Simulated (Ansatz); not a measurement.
Take SrTe in the rock salt structure (space group Fm-3m, No. 225; a = 6.719 Å) as the base.

(Cell as relaxed with PBE.)

Levels (all Ansatz, a quantum-chemistry and plane-wave program, PAW): PBE (420 eV, no spin-orbit coupling); PBEsol (420 eV, no SOC).

Each level relaxes its own structure.

```csv
quantity,PBE,PBEsol
volume per atom,37.92 Å³,36.05 Å³
lattice parameter a,671.9 pm,660.7 pm
band gap,1.78 eV,1.57 eV
gap character,"indirect, Γ → X","indirect, Γ → X"
electron mass,"1.3 mₑ along k, 0.26 mₑ across","1.3 mₑ along k, 0.24 mₑ across"
"hole mass (degenerate bands, along [100])","0.16, 0.94, 0.94 mₑ","0.14, 0.85, 0.85 mₑ"
```

PBE's volume per atom lies 1.87 Å³ above PBEsol's (5.2 %); PBE's lattice parameter a lies 11.2 pm above PBEsol's (1.7 %); PBE's band gap lies 0.21 eV above PBEsol's; the two agree on the gap character. Neither level is exact; PBEsol is the comparison here, not a measurement.

Spin-orbit coupling, missing from the scalar runs, can matter with Te. Effective masses come from finite differences of ±0.01 Å⁻¹. Along k means along the line from Γ to the band edge. Stability against distortions was not tested.
